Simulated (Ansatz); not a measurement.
**KF: LAPW beside PAW**

Aim: solve KF at one geometry with LAPW, all electrons, PAW on the default files and all-electron PAW on datasets made for the crystal, and see where they agree.

Computed with Ansatz 0.2.0 (DFT PBE, scalar-relativistic, unless a step's input says otherwise).

1 further run of the same task is left out (set aside as unsound or not needed).

## Step 1: The starting structure

The structure is cubic, space group F-43m (No. 216). The conventional cell has a = 5.950 Å, b = 5.950 Å, c = 5.950 Å, α = 90.00°, β = 90.00°, γ = 90.00°. K (site symmetry -43m) has 4 F at 2.58 Å as nearest neighbours. F (site symmetry -43m) has 4 K at 2.58 Å as nearest neighbours.

Coordinates:

```
CELL_PARAMETERS angstrom
0.00000 2.97480 2.97480
2.97480 0.00000 2.97480
2.97480 2.97480 0.00000
ATOMIC_POSITIONS crystal
K 0.00000 0.00000 0.00000
F 0.25000 0.25000 0.25000
```

The structure (zincblende type) was typed from a prototype and relaxed by PAW; whether it is the ground state wasn't tested.

Atoms are numbered in the order of the input: K1, F2.

## Step 2: LAPW, all electrons

input.yaml reads:

```yaml
crystal:
  lattice:
    - [0.0, 2.9748020074, 2.9748020074]
    - [2.9748020074, 0.0, 2.9748020074]
    - [2.9748020074, 2.9748020074, 0.0]
  atoms:
    - { symbol: K, position: [0.0, 0.0, 0.0] }
    - { symbol: F, position: [0.25, 0.25, 0.25] }
kpoints:
  mp_grid: { grid: [11, 11, 11] }
  band_path:
    path:
      - [0.0, 0.0, 0.0]
      - [-0.5, -0.5, 0.0]
      - [-0.375, -0.375, 0.25]
      - [-0.375, 0.0, 0.375]
      - [0.0, 0.0, 0.0]
      - [0.0, 0.0, 0.5]
      - [-0.5, -0.25, 0.25]
      - [-0.5, -0.5, 0.0]
    npoints: 8
scf:
  occupations: { method: fermi_dirac, width: 0.05 }
hamiltonian:
  xc: pbe
  pseudopotentials: { kind: all_electron, lapw: { basis_error: 0.00025 } }
output:
  forces: true
  stress: true
  eigenvalues: true
  populations: true
  dos: { projected: true, de: 0.2, e_range: [-14, 8] }
```

## Step 3: PAW on the default files

input.yaml: that of step 2 with these lines changed.

```diff
@@ -25,3 +25,3 @@
   xc: pbe
-  pseudopotentials: { kind: all_electron, lapw: { basis_error: 0.00025 } }
+  pseudopotentials: { kind: paw }
 output:
@@ -30,3 +30,5 @@
   eigenvalues: true
+  efg: { contact_densities: true }
   populations: true
+  bader: true
   dos: { projected: true, de: 0.2, e_range: [-14, 8] }
```

## Step 4: All-electron PAW on datasets made for the crystal

input.yaml: that of step 3 with these lines changed.

```diff
@@ -25,3 +25,3 @@
   xc: pbe
-  pseudopotentials: { kind: paw }
+  pseudopotentials: { kind: all_electron, datasets: crystal }
 output:
@@ -31,4 +31 @@
   efg: { contact_densities: true }
-  populations: true
-  bader: true
-  dos: { projected: true, de: 0.2, e_range: [-14, 8] }
```

(Steps that only read results are left out.)

**Question.** What will these runs give? Wanted: pressure; gap; Bader charges.

**Answer**, as computed:

| quantity | value |
| --- | --- |
| pressure | LAPW 0.02, PAW 0.01, crystal datasets 0.02 GPa |
| gap (LAPW) | 5.06 eV, indirect from X to Γ |
| Bader charges (PAW) | K1 +0.87, F2 -0.87 e |

The pressure is within half a GPa of zero, so the volume is close to equilibrium at this level. The gap is 5.06 eV, indirect from X to Γ. It is the Kohn-Sham gap of a semilocal functional, which mostly lies below the gap found in experiment. F 2p states make 98 % of the projected weight in the top eV of the valence band. The projection holds only the free atom's occupied shells (K 4s, K 3p, F 2p in this range). PAW lies less than 0.01 GPa from LAPW in pressure and less than 0.01 eV in the gap.
